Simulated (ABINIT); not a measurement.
The system is NaCl.

```
Cl Na
1.0
     0.00000    2.79406    2.79406
     2.79406    0.00000    2.79406
     2.79406    2.79406    0.00000
Cl Na
1 1
Direct
  0.50000 0.50000 0.50000
  0.00000 0.00000 0.00000
```

The cell is a database's computed one.

Base run:

* Program: ABINIT 10.8.3 (patched build)
* Functional: PBE
* Potentials or basis: JTH PAW PBE v2.0
* Cutoff: 1225 eV
* k mesh: 5 × 5 × 5
* Occupations: fermi-dirac, width 0.05 eV
* Spin: no spin polarisation

Its results: band gap on the k mesh 5.21 eV, direct; pressure 1.7 GPa.

Problem. After a change of settings the same cell gave: band gap on the k mesh 5.03 eV, direct; pressure 0.3 GPa. Which change was it?
A. functional from PBE to PBEsol
B. k mesh from 5 × 5 × 5 to 6 × 6 × 6
C. potentials or basis from JTH PAW PBE v2.0 to SG15 NC PBE v1.2; cutoff from 1225 eV to 1197 eV; k mesh from 5 × 5 × 5 to 8 × 8 × 8
D. functional from PBE to PW91; k mesh from 5 × 5 × 5 to 8 × 8 × 8

Solution. A.

PBEsol binds more tightly than PBE, so the same cell stands under less pressure.

Caveats: the PAW data sets were made with another functional, which shifts forces and pressure a little (some runs).
